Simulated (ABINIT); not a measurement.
Runs of ABINIT 10.8.3 (patched build) on BAs. Symmetry: F-43m, No. 216, cubic system. The conventional cell has a = 4.777 Å, b = 4.777 Å, c = 4.777 Å, α = 90.00°, β = 90.00°, γ = 90.00°. As (site symmetry -43m) has 4 B at 2.07 Å as nearest neighbours. B (site symmetry -43m) is surrounded by 4 As at 2.07 Å. 

```csv
potentials or basis,cutoff (eV),fine-grid cutoff,V0 of scaled cells (Å³/atom),B0 (GPa)
SPMS NC PBE v1.0,925,-,13.90,131
PseudoDojo NC SR PBE v0.4.1 standard,1143,-,13.90,131
SG15 NC PBE v1.2,599,-,13.90,130
JTH PAW PBE v2.0,408,816.342 eV,(a),131
Ansatz NC PBE,1143,-,13.91,131
```

Alike in all rows: task equation of state; level PBE; no spin polarisation; cell as given; k mesh 10 × 10 × 10; smearing fermi-dirac 0.05 eV.

Task: Estimate the missing entries.

Result: (a) 13.92.

Caveats: pressures at fixed basis lie under the slope of the energies.
